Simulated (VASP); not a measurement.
# Sn in VASP: one cell, several levels of theory

Sn (diamond), strained and with displaced atoms is computed at one geometry. Runs: PBE, r2SCAN. The results are then set beside those of Ansatz 0.2.0 for the same cell.

Code: VASP 6.6.1. PAW datasets, plane waves. Calculated at 0 K for a non-magnetic cell.

## Step 1: The structure to begin with

It is triclinic, P-1 (No. 2); a = 4.635 Å, b = 4.695 Å, c = 4.709 Å, α = 91.7°, β = 118.4°, γ = 119.1° in the conventional setting, 37.00 Å³ an atom. Sn has 4 Sn at 2.82–2.96 Å.

Structure file:

```
CELL_PARAMETERS angstrom
-0.01470 3.31370 3.24020
3.37830 -0.05510 3.28070
3.35340 3.32930 -0.03030
ATOMIC_POSITIONS crystal
Sn 0.99820 0.00790 0.01390
Sn 0.24450 0.26860 0.24730
```

## Step 2: PBE

Input file INCAR:

```
ENCUT = 520.000000
SIGMA = 0.020000
EDIFF = 1.00e-07
GGA = PE
PREC = Accurate
IBRION = -1
ISIF = 2
ISMEAR = -1
NBANDS = 21
NELM = 120
NSW = 0
LASPH = .TRUE.
LCHARG = .FALSE.
LWAVE = .FALSE.
LREAL = .FALSE.
```

Input file KPOINTS:

```
KPOINTS created by Atomic Simulation Environment
0
Gamma
6 6 6
0 0 0
```

Input file POSCAR:

```
Sn
 1.0000000000000000
    -0.0147000000000000    3.3136999999999999    3.2402000000000002
     3.3782999999999999   -0.0551000000000000    3.2806999999999999
     3.3534000000000002    3.3292999999999999   -0.0303000000000000
 Sn
   2
Cartesian
  0.0586272900000000  3.3535773199999999  3.2598640000000003
  1.7331130500000000  1.6187356799999999  1.6659317300000001
```

The run uses the recommended PBE PAW datasets (28 valence electrons a neutral cell).

On the command line:

```
$ mpirun -np 1 vasp_std
```

## Step 3: r2SCAN

INCAR, as its differences from that of step 2:

```diff
@@ -3,3 +3,4 @@
 EDIFF = 1.00e-07
-GGA = PE
+ALGO = Normal
+METAGGA = R2SCAN
 PREC = Accurate
```

KPOINTS is that of step 2.

POSCAR is that of step 2.

What does the calculation give? Wanted: for each run, gap; pressure; largest force; Ansatz: gap; Ansatz: pressure; Ansatz: force.

**Answer**, as computed:

| level | gap (eV) | pressure (GPa) | largest force (eV/Å) | Ansatz: gap (eV) | Ansatz: pressure (GPa) | Ansatz: force (eV/Å) |
| --- | --- | --- | --- | --- | --- | --- |
| PBE | -0.34* | 0.00 | 0.468 | -0.34 | 0.05 | 0.470 |
| r2SCAN | -0.14* | -1.59 | 0.523 | -0.13 | -1.56 | 0.521 |

A negative gap is an overlap of bands. A star marks a gap among the mesh's points alone.

What this shows: No gap over 0.02 eV opens at any of these levels. Spin-orbit coupling is left out, though the cell holds Sn (Z = 50); in an element this heavy it can shift bands and gaps by tenths of an eV. The pressure is highest with PBE (0.0 GPa) and lowest with r2SCAN (-1.6 GPa), which orders the cells that they would relax to. Forces up to 0.52 eV/Å (r2SCAN) show atoms off their equilibrium places at that level; the least is 0.468 eV/Å (PBE). The two codes have different PAW datasets and cutoffs.
